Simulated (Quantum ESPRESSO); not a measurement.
FeO (Wuestite): single point with PBEsol

Crystal: FeO (Wuestite).

```
CELL_PARAMETERS angstrom
0.00000 2.15540 2.15540
2.15540 0.00000 2.15540
2.15540 2.15540 0.00000
ATOMIC_POSITIONS crystal
Fe 0.01050 0.99977 0.02106
O 0.51406 0.51299 0.49061
```

The cell isn't the ideal one: atoms moved at random, drawn with an rms of 0.05 Å.

| Property | Result |
| --- | --- |
| Program | Quantum ESPRESSO 7.5 |
| Task | single point |
| Functional | PBEsol |
| Potentials or basis | GBRV 1.5 PBEsol |
| Cutoff | 762 eV |
| Density cutoff | 6095 eV |
| k mesh | 11 × 11 × 11 |
| Occupations | fermi-dirac, width 0.05 eV |
| Spin | collinear spin, ferromagnetic start |
| Starting moments | [3.0, 0.0] μB |

```
Pressure                                              : -7.9 GPa
Largest force                                         : 0.177 eV/Å
Band gap on the k mesh                                : none (metal or under the smearing width)
Net moment                                            : 4.00 μB per cell
Absolute moment                                       : 4.01 μB per cell
Site moments                                          : Fe +3.42; O +0.32 μB
Valence electrons inside the program's atomic spheres : Fe 13.41; O 5.68
```

Forces on the atoms (eV/Å):
```
Fe  -0.083 -0.134  0.081
O    0.083  0.134 -0.081
```

Stress tensor (GPa, compression positive):
```
-8.11 -0.14  0.08
-0.14 -7.57  0.13
 0.08  0.13 -8.13
```

Levels at points of the mesh, in eV from the Fermi level:
Spin up:
```csv
k point,band 9,band 10,band 11,band 12,band 13,band 14,band 15,band 16,band 17,band 18
"(0.00, 0.00, 0.00)",-4.00,-3.92,-3.64,-3.52,-3.43,-0.17,14.87,16.66,16.66,16.68
```
Spin down:
| k point | band 6 | band 7 | band 8 | band 9 | band 10 | band 11 | band 12 | band 13 |
| --- | --- | --- | --- | --- | --- | --- | --- | --- |
| (0.00, 0.00, 0.00) | -3.48 | -3.46 | -3.46 | -0.73 | -0.71 | -0.67 | 0.13 | 0.16 |

It took 2.2 min on 2 MPI ranks on Intel(R) Xeon(R) 6975P-C (Granite Rapids) (shared host), peak memory 0.58 GiB a rank.

Caveat: a cell with one magnetic atom can't hold antiferromagnetic order, which such compounds often take; semilocal functionals often make such compounds metallic where correlation or magnetic order opens a gap, which also shifts bond lengths.
